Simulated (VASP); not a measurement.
Here is a VASP 6.6.1 calculation.

INCAR

```
SYSTEM = Mo
ALGO     = Normal         ! electronic algorithm
EDIFF    = 1E-7           ! SCF threshold, eV
ENCUT    = 520            ! plane-wave cutoff, eV
GGA      = PE             ! functional
ISIF     = 2              ! what is computed and relaxed
ISMEAR   = 0              ! smearing method
IVDW     = 12             ! dispersion correction
LASPH    = .True.         ! aspherical terms in the spheres
LCHARG   = .False.        ! write CHGCAR
LREAL    = .False.        ! projectors in reciprocal space
LWAVE    = .False.        ! write WAVECAR
NELM     = 100            ! most SCF steps
PREC     = Accurate       ! precision mode
SIGMA    = 0.1            ! smearing width, eV
```

File KPOINTS:

```
k-points
0
Gamma
  18 18 18
  0 0 0
```

File POSCAR:

```
Mo                                      
1.0
   -1.5503599059      1.5503599059      1.5503599059
    1.5503599059     -1.5503599059      1.5503599059
    1.5503599059      1.5503599059     -1.5503599059
  Mo            
     1
Direct
     0.0000000000000000    0.0000000000000000    0.0000000000000000
```

Potentials or basis: VASP PAW PBE potentials, release 64 (Mo_sv).

Run with:

```console
$ cat potpaw_PBE.64/Mo_sv/POTCAR > POTCAR
$ mpirun -np 1 vasp_std > vasp.out
```

Task: What does it give for the pressure?

Result: 9.1 GPa.

Task: Estimate the dispersion energy per atom.

Result: -0.750 eV.

Caveat: pairwise dispersion overbinds metals, which lowers pressure and volume.
